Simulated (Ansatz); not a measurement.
# Si3N4 (P6_3/m): the host for defect calculations, part 3 of 3

Aim: the runs on the perfect crystal Si3N4 (P6_3/m) that a defect calculation needs first.

Ansatz 0.2.0; plane-wave PAW DFT, PBEsol; relaxation of the host's cell and atoms; PAW set soft_1 (the session's first sound run).

So far. Step 3 (Dielectric tensors of the host): The principal values of the electronic dielectric tensor are 4.29, 4.29 and 4.37. The principal values of the static dielectric tensor are 8.25, 8.29 and 8.29.

### Step 7. Defect free supercell at the zone centre

Level of this step: plane-wave PAW DFT, PBEsol; single point of the defect-free host, a test of the k-point sampling; PAW set soft_1 (Ansatz).

The supercell is run at the zone centre, to see how far that sampling misses the dense mesh.

System of this step: Si3N4 (P6_3/m). The cell holds 126 atoms: 54 Si and 72 N. Its edges and angles: a = 13.206 Å, b = 13.206 Å, c = 8.731 Å, α = 90.0°, β = 90.0°, γ = 120.0°.

pristine.sampling_gamma/input.yaml

```yaml
crystal:
  lattice:
    - [11.4366837151, 6.6029724215, 0.0]
    - [-11.4366837151, 6.6029724215, 0.0]
    - [0.0, 0.0, 8.7307690463]
  atoms:
    - { symbol: Si, position: [0.0195005204, 0.8065554759, 0.25] }
    - { symbol: Si, position: [0.3528338538, 0.4732221425, 0.25] }
    - { symbol: Si, position: [0.6861671871, 0.1398888092, 0.25] }
    - { symbol: Si, position: [0.2129450446, 0.0195005204, 0.0833333333] }
    - { symbol: Si, position: [0.5462783779, 0.6861671871, 0.0833333333] }
    - { symbol: Si, position: [0.8796117112, 0.3528338538, 0.0833333333] }
    - { symbol: Si, position: [0.1398888092, 0.4537216221, 0.0833333333] }
    - { symbol: Si, position: [0.4732221425, 0.1203882888, 0.0833333333] }
    - { symbol: Si, position: [0.8065554759, 0.7870549554, 0.0833333333] }
    - { symbol: Si, position: [0.1934445241, 0.2129450446, 0.25] }
    - { symbol: Si, position: [0.5267778575, 0.8796117112, 0.25] }
    - { symbol: Si, position: [0.8601111908, 0.5462783779, 0.25] }
    - { symbol: Si, position: [0.1203882888, 0.6471661462, 0.25] }
    - { symbol: Si, position: [0.4537216221, 0.3138328129, 0.25] }
    - { symbol: Si, position: [0.7870549554, 0.9804994796, 0.25] }
    - { symbol: Si, position: [0.3138328129, 0.8601111908, 0.0833333333] }
    - { symbol: Si, position: [0.6471661462, 0.5267778575, 0.0833333333] }
    - { symbol: Si, position: [0.9804994796, 0.1934445241, 0.0833333333] }
    - { symbol: "N", position: [0.0, 0.6666666667, 0.25] }
    - { symbol: "N", position: [0.3333333333, 0.3333333334, 0.25] }
    - { symbol: "N", position: [0.6666666667, 0.0, 0.25] }
    - { symbol: "N", position: [0.0, 0.3333333333, 0.0833333333] }
    - { symbol: "N", position: [0.3333333333, 0.0, 0.0833333333] }
    - { symbol: "N", position: [0.6666666667, 0.6666666666, 0.0833333333] }
    - { symbol: "N", position: [0.213458444, 0.4565327152, 0.25] }
    - { symbol: "N", position: [0.5467917774, 0.1231993818, 0.25] }
    - { symbol: "N", position: [0.8801251107, 0.7898660485, 0.25] }
    - { symbol: "N", position: [0.0902590622, 0.8801251107, 0.0833333333] }
    - { symbol: "N", position: [0.4235923955, 0.5467917774, 0.0833333333] }
    - { symbol: "N", position: [0.7569257289, 0.213458444, 0.0833333333] }
    - { symbol: "N", position: [0.1231993818, 0.5764076045, 0.0833333333] }
    - { symbol: "N", position: [0.4565327152, 0.2430742711, 0.0833333333] }
    - { symbol: "N", position: [0.7898660485, 0.9097409378, 0.0833333333] }
    - { symbol: "N", position: [0.2101339515, 0.0902590622, 0.25] }
    - { symbol: "N", position: [0.5434672848, 0.7569257289, 0.25] }
    - { symbol: "N", position: [0.8768006182, 0.4235923955, 0.25] }
    - { symbol: "N", position: [0.1198748893, 0.2101339515, 0.0833333333] }
    - { symbol: "N", position: [0.4532082226, 0.8768006182, 0.0833333333] }
    - { symbol: "N", position: [0.786541556, 0.5434672848, 0.0833333333] }
    - { symbol: "N", position: [0.2430742711, 0.786541556, 0.25] }
    - { symbol: "N", position: [0.5764076045, 0.4532082226, 0.25] }
    - { symbol: "N", position: [0.9097409378, 0.1198748893, 0.25] }
    - { symbol: Si, position: [0.0195005204, 0.8065554759, 0.5833333333] }
    - { symbol: Si, position: [0.3528338538, 0.4732221425, 0.5833333333] }
    - { symbol: Si, position: [0.6861671871, 0.1398888092, 0.5833333333] }
    - { symbol: Si, position: [0.2129450446, 0.0195005204, 0.4166666667] }
    - { symbol: Si, position: [0.5462783779, 0.6861671871, 0.4166666667] }
    - { symbol: Si, position: [0.8796117112, 0.3528338538, 0.4166666667] }
    - { symbol: Si, position: [0.1398888092, 0.4537216221, 0.4166666667] }
    - { symbol: Si, position: [0.4732221425, 0.1203882888, 0.4166666667] }
    - { symbol: Si, position: [0.8065554759, 0.7870549554, 0.4166666667] }
    - { symbol: Si, position: [0.1934445241, 0.2129450446, 0.5833333333] }
    - { symbol: Si, position: [0.5267778575, 0.8796117112, 0.5833333333] }
    - { symbol: Si, position: [0.8601111908, 0.5462783779, 0.5833333333] }
    - { symbol: Si, position: [0.1203882888, 0.6471661462, 0.5833333333] }
    - { symbol: Si, position: [0.4537216221, 0.3138328129, 0.5833333333] }
    - { symbol: Si, position: [0.7870549554, 0.9804994796, 0.5833333333] }
    - { symbol: Si, position: [0.3138328129, 0.8601111908, 0.4166666667] }
    - { symbol: Si, position: [0.6471661462, 0.5267778575, 0.4166666667] }
    - { symbol: Si, position: [0.9804994796, 0.1934445241, 0.4166666667] }
    - { symbol: "N", position: [0.0, 0.6666666667, 0.5833333333] }
    - { symbol: "N", position: [0.3333333333, 0.3333333334, 0.5833333333] }
    - { symbol: "N", position: [0.6666666667, 0.0, 0.5833333333] }
    - { symbol: "N", position: [0.0, 0.3333333333, 0.4166666667] }
    - { symbol: "N", position: [0.3333333333, 0.0, 0.4166666667] }
    - { symbol: "N", position: [0.6666666667, 0.6666666666, 0.4166666667] }
    - { symbol: "N", position: [0.213458444, 0.4565327152, 0.5833333333] }
    - { symbol: "N", position: [0.5467917774, 0.1231993818, 0.5833333333] }
    - { symbol: "N", position: [0.8801251107, 0.7898660485, 0.5833333333] }
    - { symbol: "N", position: [0.0902590622, 0.8801251107, 0.4166666667] }
    - { symbol: "N", position: [0.4235923955, 0.5467917774, 0.4166666667] }
    - { symbol: "N", position: [0.7569257289, 0.213458444, 0.4166666667] }
    - { symbol: "N", position: [0.1231993818, 0.5764076045, 0.4166666667] }
    - { symbol: "N", position: [0.4565327152, 0.2430742711, 0.4166666667] }
    - { symbol: "N", position: [0.7898660485, 0.9097409378, 0.4166666667] }
    - { symbol: "N", position: [0.2101339515, 0.0902590622, 0.5833333333] }
    - { symbol: "N", position: [0.5434672848, 0.7569257289, 0.5833333333] }
    - { symbol: "N", position: [0.8768006182, 0.4235923955, 0.5833333333] }
    - { symbol: "N", position: [0.1198748893, 0.2101339515, 0.4166666667] }
    - { symbol: "N", position: [0.4532082226, 0.8768006182, 0.4166666667] }
    - { symbol: "N", position: [0.786541556, 0.5434672848, 0.4166666667] }
    - { symbol: "N", position: [0.2430742711, 0.786541556, 0.5833333333] }
    - { symbol: "N", position: [0.5764076045, 0.4532082226, 0.5833333333] }
    - { symbol: "N", position: [0.9097409378, 0.1198748893, 0.5833333333] }
    - { symbol: Si, position: [0.0195005204, 0.8065554759, 0.9166666667] }
    - { symbol: Si, position: [0.3528338538, 0.4732221425, 0.9166666667] }
    - { symbol: Si, position: [0.6861671871, 0.1398888092, 0.9166666667] }
    - { symbol: Si, position: [0.2129450446, 0.0195005204, 0.75] }
    - { symbol: Si, position: [0.5462783779, 0.6861671871, 0.75] }
    - { symbol: Si, position: [0.8796117112, 0.3528338538, 0.75] }
    - { symbol: Si, position: [0.1398888092, 0.4537216221, 0.75] }
    - { symbol: Si, position: [0.4732221425, 0.1203882888, 0.75] }
    - { symbol: Si, position: [0.8065554759, 0.7870549554, 0.75] }
    - { symbol: Si, position: [0.1934445241, 0.2129450446, 0.9166666667] }
    - { symbol: Si, position: [0.5267778575, 0.8796117112, 0.9166666667] }
    - { symbol: Si, position: [0.8601111908, 0.5462783779, 0.9166666667] }
    - { symbol: Si, position: [0.1203882888, 0.6471661462, 0.9166666667] }
    - { symbol: Si, position: [0.4537216221, 0.3138328129, 0.9166666667] }
    - { symbol: Si, position: [0.7870549554, 0.9804994796, 0.9166666667] }
    - { symbol: Si, position: [0.3138328129, 0.8601111908, 0.75] }
    - { symbol: Si, position: [0.6471661462, 0.5267778575, 0.75] }
    - { symbol: Si, position: [0.9804994796, 0.1934445241, 0.75] }
    - { symbol: "N", position: [0.0, 0.6666666667, 0.9166666667] }
    - { symbol: "N", position: [0.3333333333, 0.3333333334, 0.9166666667] }
    - { symbol: "N", position: [0.6666666667, 0.0, 0.9166666667] }
    - { symbol: "N", position: [0.0, 0.3333333333, 0.75] }
    - { symbol: "N", position: [0.3333333333, 0.0, 0.75] }
    - { symbol: "N", position: [0.6666666667, 0.6666666666, 0.75] }
    - { symbol: "N", position: [0.213458444, 0.4565327152, 0.9166666667] }
    - { symbol: "N", position: [0.5467917774, 0.1231993818, 0.9166666667] }
    - { symbol: "N", position: [0.8801251107, 0.7898660485, 0.9166666667] }
    - { symbol: "N", position: [0.0902590622, 0.8801251107, 0.75] }
    - { symbol: "N", position: [0.4235923955, 0.5467917774, 0.75] }
    - { symbol: "N", position: [0.7569257289, 0.213458444, 0.75] }
    - { symbol: "N", position: [0.1231993818, 0.5764076045, 0.75] }
    - { symbol: "N", position: [0.4565327152, 0.2430742711, 0.75] }
    - { symbol: "N", position: [0.7898660485, 0.9097409378, 0.75] }
    - { symbol: "N", position: [0.2101339515, 0.0902590622, 0.9166666667] }
    - { symbol: "N", position: [0.5434672848, 0.7569257289, 0.9166666667] }
    - { symbol: "N", position: [0.8768006182, 0.4235923955, 0.9166666667] }
    - { symbol: "N", position: [0.1198748893, 0.2101339515, 0.75] }
    - { symbol: "N", position: [0.4532082226, 0.8768006182, 0.75] }
    - { symbol: "N", position: [0.786541556, 0.5434672848, 0.75] }
    - { symbol: "N", position: [0.2430742711, 0.786541556, 0.9166666667] }
    - { symbol: "N", position: [0.5764076045, 0.4532082226, 0.9166666667] }
    - { symbol: "N", position: [0.9097409378, 0.1198748893, 0.9166666667] }
basis:
  ecutwfc: 420
  xc_grid: 2
hamiltonian:
  xc: pbesol
  pseudopotentials: { kind: paw, azcp: { folder: soft_1 }, xc_functional: pbe }
kpoints:
  mp_grid: { grid: [1, 1, 1] }
scf:
  occupations: { method: fermi_dirac, width: 0.01 }
  max_iter: 100
  lower_state_search: "off"
checkpoint:
  write: "../pristine.sampling_gamma.run"
  compress: false
  write_wavefunctions: false
  write_every: 100000
```

Command:

```bash
$ ansatz run input.yaml --threads 32 --pin off --max-ram 84787MiB --backend cuda --events-out ev --progress --plain --runs-dir out --max-vram 78GiB
```

Numbers of over 12 decimals in the logs are rounded to 6 here.

Log:

```text
[...]
GPU FFT provider: cuFFT
GPU libraries: cuBLAS 13.8.1, cuFFT 12.4.0, cuSOLVER 12.3.2
[...]
Crystal: 126 atoms, lattice volume = 1318.627 Å³
Basis set: ecut = 420 eV, 25805 PW (Γ), exchange–correlation on 180×180×120 points (8 copies of the dense FFT grid, shifted against one another)
Bands: 414, of which v1, the nominal top of the filled ones, is band 288 counted from 1 (287 counted from 0)
Symmetry: 108 space group operations
[...]
k-points: 1
[...]
GPU buffer pool allocated for 486000 grid points (all kernels)
[...]
SCF iter   1: F=—  HF=-61058.058552 eV  |Δ(HF+E_count)|=         —  Δρ=1.48e-1  dr2=3.04e2  Hψ=1868
[...]
SCF iter  10: F=-60961.538960 eV  HF=-60961.538960 eV  |Δ(HF+E_count)|=   3.69e-7  Δρ=6.83e-7  dr2=4.98e-9  Hψ=830
SCF 1 converged in 10 iterations: F = -60961.538960 eV  dr2 = 4.98e-9
[...]
SCF converged after 10 iterations
Free energy (F): -60961.538960 eV
[...]
Internal energy: -60961.538960 eV  (E = F + TS)
E sigma→0 (E₀):  -60961.538960 eV
Fermi energy:    10.123171 eV
[...]
```

Elapsed: 1.3 s, on 1 × NVIDIA GB200 with 32 threads of Arm Neoverse V2, shared host; peak memory 1 GiB.

### Step 8. Defect free supercell at the quarter point

The supercell is run at one point off the zone centre, to see how far that sampling misses the dense mesh.

pristine.sampling_quarter/input.yaml, as its differences from pristine.sampling_gamma/input.yaml of step 7:

```diff
@@ -139,3 +139,3 @@
 kpoints:
-  mp_grid: { grid: [1, 1, 1] }
+  mp_grid: { grid: [1, 1, 1], shift: [0.25, 0.25, 0.25] }
 scf:
@@ -145,3 +145,3 @@
 checkpoint:
-  write: "../pristine.sampling_gamma.run"
+  write: "../pristine.sampling_quarter.run"
   compress: false
```

Log:

```text
[...]
GPU FFT provider: cuFFT
GPU libraries: cuBLAS 13.8.1, cuFFT 12.4.0, cuSOLVER 12.3.2
[...]
Crystal: 126 atoms, lattice volume = 1318.627 Å³
Basis set: ecut = 420 eV, 25805 PW (Γ), exchange–correlation on 180×180×120 points (8 copies of the dense FFT grid, shifted against one another)
Bands: 414, of which v1, the nominal top of the filled ones, is band 288 counted from 1 (287 counted from 0)
Symmetry: 18 space group operations
k-points: 1
[...]
GPU buffer pool allocated for 486000 grid points (all kernels)
[...]
SCF iter   1: F=—  HF=-61059.557885 eV  |Δ(HF+E_count)|=         —  Δρ=1.48e-1  dr2=3.01e2  Hψ=1914
[...]
SCF iter  11: F=-60964.386777 eV  HF=-60964.386777 eV  |Δ(HF+E_count)|=   3.04e-8  Δρ=5.31e-7  dr2=3.07e-9  Hψ=871
SCF 1 converged in 11 iterations: F = -60964.386777 eV  dr2 = 3.07e-9
[...]
SCF converged after 11 iterations
Free energy (F): -60964.386777 eV
[...]
Internal energy: -60964.386777 eV  (E = F + TS)
E sigma→0 (E₀):  -60964.386777 eV
Fermi energy:    10.278116 eV
[...]
```

It took 1.3 s on 1 × NVIDIA GB200 with 32 threads; peak memory 1.1 GiB; 3.1 s of CPU time.

### Step 9. Results

| Property | Result |
| --- | --- |
| primitive cell vectors, lengths | 7.624, 7.624, 2.910 Å |
| electronic dielectric constant | principal values (4.29, 4.29, 4.37) |
| static dielectric constant | principal values (8.25, 8.29, 8.29) |
| gap on the k-mesh of the response run (PBEsol) | 4.20 eV |
| supercell relaxed in its symmetry less the displaced and relaxed one | 0.000 eV |
| energy an atom at the zone centre alone less that on the dense mesh | 0.022 eV |
| energy an atom at one point at (¼, ¼, ¼) less that on the dense mesh | 0.000 eV |

What this shows: Step 4: From the first step to the last the energy fell by 0.009 eV, and the largest move was 0.006 Å (N39 and 17 other atoms alike). Step 5: The energy fell by 7.237 eV from the randomly displaced start; against the sites as typed, N122 ends farthest off, by 0.01 Å, once the mean shift is taken out. The displaced cell ends within 0.01 eV of the symmetric one relaxed in its symmetry, so no lower structure shows in this supercell. The k-mesh can miss the band edges, so this gap is an upper bound at this level. All at zero temperature.

[Logs are printed without paths, hosts, clocks, repeated set-up lines and the standing remarks that a program may print on its own settings, such as how far it seeks lower states.]

[Hosts, paths, dates, database ids (printed as entryN), source tags and the programs' standing remarks are cut or masked in the printed files.]

[Runs of the host that timed out are not shown.]

[For some hosts the program warned that the k-mesh of the response run may be too coarse for force constants and the static dielectric constant; such warnings are not always shown.]
